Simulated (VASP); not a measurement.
N2, 2 atoms in the cell. The cell holds a molecule in a box, 2 atoms: a = 12.000 Å, b = 12.400 Å, c = 13.000 Å, α = 90.00°, β = 90.00°, γ = 90.00°. 

| Item | Value |
| --- | --- |
| Program | VASP 6.6.1 |
| Task | relaxation of the atoms |
| Functional | LDA |
| Potentials or basis | VASP PAW LDA potentials, release 64 (N) |
| Cutoff | 600 eV |
| k mesh | 1 × 1 × 1 |
| Occupations | gaussian, width 0.01 eV |
| Spin | no spin polarisation |
| Further INCAR settings | ALGO = Normal; EDIFF = 1e-07; ISYM = 0; IBRION = 2; EDIFFG = -0.005; NSW = 30 |

Potentials or basis: VASP PAW LDA potentials, release 64 (N).

Run with:

```bash
$ cat potpaw_LDA.64/N/POTCAR > POTCAR
$ mpirun -np 1 vasp_std > vasp.out
```

Hardware: 1 thread of Intel(R) Xeon(R) Platinum 8488C (Sapphire Rapids), on a shared host.

**Question.** Estimate the wall time of this run.

**Answer.** It took 4.3 min on 1 thread of Intel(R) Xeon(R) Platinum 8488C (Sapphire Rapids), with other jobs on the host, peak memory 1.2 GiB. Counts: scf iterations 60, k points 1, ion steps 4.
